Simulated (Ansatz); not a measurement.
NaH: clamped-ion strain scan

Level of theory: DFT PBEsol, scalar-relativistic, plane waves, PAW in Ansatz 0.2.0. Settings: plane waves to 420 eV, k-mesh 10×10×10 (Γ-centred), Gaussian smearing 0.05 eV. No spin polarisation. Energies are free energies at this smearing, counted from the undisturbed cell; pressure is positive in compression.

The starting cell (as given, not relaxed at this level; it stands at -0.4 GPa; this CsCl-type form isn't the usual structure):

```
Na H
1.0
     2.95512    0.00000    0.00000
     0.00000    2.95512    0.00000
     0.00000    0.00000    2.95512
Na H
1 1
Direct
  0.00000 0.00000 0.00000
  0.50000 0.50000 0.50000
```

The cell is strained by ε times the Voigt pattern (1, -1, 0, 0, 0, 0) (xx, yy, zz, yz, xz, xy; engineering shear) with fractional coordinates fixed.

```csv
ε,ΔE (meV/atom),"stress summed along the pattern (GPa, tension positive)",pressure (GPa),gap on the mesh (eV)
-0.0400,14.4,-8.97,-0.3,0.40
-0.0200,3.6,-4.47,-0.4,0.61
0.0000,0.0,0.00,-0.4,0.81
0.0050,0.2,1.11,-0.4,0.76
0.0100,0.9,2.23,-0.4,0.71
0.0150,2.0,3.35,-0.4,0.66
0.0250,?,?,-0.4,0.56
0.0300,8.1,6.71,-0.4,0.51
0.0350,11.0,7.84,?,?
```

By symmetry 0.0400 repeats -0.0400, -0.0300 repeats 0.0300, 0.0200 repeats -0.0200, -0.0100 repeats 0.0100 in energy; the slope of the energy along the path changes sign there.

Task: Give the withheld values.

Result: ΔE (meV/atom) at ε = 0.0250: 5.6; stress summed along the pattern (GPa, tension positive) at ε = 0.0250: 5.59; pressure (GPa) at ε = 0.0350: -0.3; gap on the mesh (eV) at ε = 0.0350: 0.45.